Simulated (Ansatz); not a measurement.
TiO2:

```
Ti O
1.0
     4.54535    0.00000    0.00000
     0.00000    5.51962    0.00000
     0.00000    0.00000    4.90920
Ti O
4 8
Direct
  0.00000 0.17299 0.75000
  0.50000 0.32701 0.25000
  0.00000 0.82701 0.25000
  0.50000 0.67299 0.75000
  0.27145 0.38172 0.91865
  0.77145 0.11828 0.08135
  0.22855 0.11828 0.41865
  0.72855 0.38172 0.58135
  0.27145 0.61828 0.41865
  0.77145 0.88172 0.58135
  0.22855 0.88172 0.91865
  0.72855 0.61828 0.08135
```

Measurements of this composition are mostly on another form, of space group No. 141.

Base run:

* Program: Ansatz 0.2.0
* Functional: PBE
* Potentials or basis: Ansatz PAW
* Cutoff: 350 eV
* Density cutoff: 1400 eV
* k mesh: 6 × 5 × 6
* Occupations: fermi-dirac, width 0.05 eV
* Spin: no spin polarisation

Its results: band gap on the k mesh 2.61 eV, indirect (least direct gap 2.66 eV); pressure 4.1 GPa; largest force 0.132 eV/Å.

Task: The run is repeated on the same cell with these changes: cutoff from 350 eV to 420 eV (not typed: the program's choice for these potentials); hubbard terms from none to Ti d U = 3 eV; hubbard projectors from none to ortho-atomic (the default). What comes out?

Result: Band gap on the k mesh 2.92 eV, indirect (least direct gap 3.00 eV); pressure 6.7 GPa; largest force 0.134 eV/Å.

Caveats: odd divisions of the mesh miss points on the zone boundary, where band edges often lie, so the gap on the mesh can be too wide (some runs); the pressure holds a Pulay correction of +8.9 GPa for the finite cutoff (some runs); the cutoff lies under the one recommended for these potentials (some runs).
